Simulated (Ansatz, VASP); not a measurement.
**Two plane-wave programs on AgCl**

```
Ag Cl
1.0
     0.00000    2.80602    2.80602
     2.80602    0.00000    2.80602
     2.80602    2.80602    0.00000
Ag Cl
1 1
Direct
  0.50000 0.50000 0.54490
  0.00000 0.00000 0.86337
```

Change from the starting cell: mode 4 frozen in at -0.383 Å and mode 5 at -0.383 Å (largest displacements).

Alike in both runs: task single point; functional PBE; k mesh 8 × 8 × 8; occupations gaussian, width 0.05 eV; no spin polarisation.

|  | VASP | Ansatz |
| --- | --- | --- |
| version | VASP 6.6.1 | Ansatz 0.2.0 |
| potentials or method | VASP PAW PBE potentials, release 64 (Ag, Cl) | scalar-relativistic, plane waves, PAW |
| plane-wave cutoff (eV) | 520 | 420 |
| valence electrons in the cell | 18 | 26 |

VASP gave:

| Item | Value |
| --- | --- |
| gap on the k mesh at the Fermi level (eV) | 0.99 |
| least direct gap on the mesh (eV) | 1.55 |
| pressure (GPa) | 7.6 |
| largest component of the traceless stress (GPa) | 6.63 |
| rms of the force components (eV/Å) | 0.601 |

Problem. Estimate Ansatz's values.

Solution. gap on the k mesh at the Fermi level (eV): 1.00; least direct gap on the mesh (eV): 1.55; pressure (GPa): 7.7; largest component of the traceless stress (GPa): 6.67; rms of the force components (eV/Å): 0.608.

Atom by atom the forces differ by 0.007 eV/Å (rms over components). The two sets of potentials don't hold the same shells in valence.

Caveats: forces of over 1 eV/Å show positions far from the minimum, so gaps and moduli don't describe the material at rest. A k mesh can miss the band edges.
